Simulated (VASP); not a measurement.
Write the native input for VASP 6.6.1 that does the following.

| Item | Value |
| --- | --- |
| Task | relaxation of cell and atoms |
| Functional | PBE |
| Dispersion | D3(BJ) |
| Potentials or basis | VASP PAW PBE potentials, release 64 (Te, Pt) |
| Cutoff | 600 eV |
| k mesh | 12 × 12 × 7 |
| Occupations | methfessel-paxton, width 0.1 eV |
| Spin | no spin polarisation |
| Further INCAR settings | ALGO = Normal; EDIFF = 1e-07; IBRION = 2; EDIFFG = -0.005; NSW = 90; ISIF = 3 |

The structure of Te2Pt (Moncheite) lies in POSCAR:

```
Te2Pt                                   
1.0
    4.0518917728      0.0000000000      0.0000000000
   -2.0259458864      3.5090412086     -0.0000000000
   -0.0000000000     -0.0000000000      5.0731661104
  Te              Pt            
     2     1
Direct
     0.3333333332999970    0.6666666667000030    0.2678628100397302
     0.6666666667000030    0.3333333332999970    0.7321371899602700
     0.0000000000000000    0.0000000000000000    1.0000000000000000
```

One way to write it, as run:

INCAR

```
PREC     = Accurate       # precision mode
ENCUT    = 600            # plane-wave cutoff, eV
EDIFF    = 1E-7           # SCF threshold, eV
ISMEAR   = 1              # smearing method
SIGMA    = 0.1            # smearing width, eV
LREAL    = False          # projectors in reciprocal space
LASPH    = True           # aspherical terms in the spheres
NELM     = 80             # most SCF steps
ALGO     = Normal         # electronic algorithm
ISIF     = 3              # what is computed and relaxed
LWAVE    = False          # write WAVECAR
LCHARG   = False          # write CHGCAR
GGA      = PE             # functional
IVDW     = 12             # dispersion correction
IBRION   = 2              # ionic algorithm
NSW      = 90             # ionic steps
EDIFFG   = -0.005         # ionic threshold
KPAR     = 2
```

KPOINTS

```
regular mesh
0
Gamma
  12 12 7
```

Potentials or basis: VASP PAW PBE potentials, release 64 (Te, Pt).

Command:

```sh
$ cat potpaw_PBE.64/Te/POTCAR potpaw_PBE.64/Pt/POTCAR > POTCAR
$ mpirun -np 2 vasp_std > vasp.out
```

It gave:

```
Relaxed volume                         : 24.05 Å³/atom
Relaxed cell                           : a = 4.051 Å, b = 4.051 Å, c = 5.078 Å, α = 90.00°, β = 90.00°, γ = 120.00°
Space group after relaxing (to 0.05 Å) : P-3m1 (No. 164)
Energy gained by relaxing              : 0.0 meV/atom
Ionic steps                            : 3
Pressure after relaxing                : 0.0 GPa
Band gap on the k mesh                 : none (metal or under the smearing width)
Dispersion energy per atom             : -0.568 eV
```

Caveat: pairwise dispersion overbinds metals, which lowers pressure and volume.

It took 82 s on 2 MPI ranks on Intel(R) Xeon(R) Platinum 8488C (Sapphire Rapids) (shared host), peak memory 0.32 GiB a rank.
